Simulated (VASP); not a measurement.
The system is LiH.

```
CELL_PARAMETERS angstrom
0.00000 2.03675 2.03675
2.03675 0.00000 2.03675
2.03675 2.03675 0.00000
ATOMIC_POSITIONS crystal
Li 0.00000 0.00000 0.00000
H 0.50000 0.50000 0.50000
```

Base run:

```yaml
Program: VASP 6.6.1
Functional: HSE03
Potentials_or_basis: VASP PAW PBE potentials, release 64 (Li_sv, H)
Cutoff: 520 eV
k_mesh: 8 × 8 × 8
Occupations: gaussian, width 0.02 eV
Spin: no spin polarisation
```

Its results: band gap on the k mesh 3.80 eV, direct.

**Question.** The run is repeated on the same cell with these changes: functional from HSE03 to r2SCAN-EpsX. What comes out?

**Answer.** Band gap on the k mesh 5.01 eV, direct.
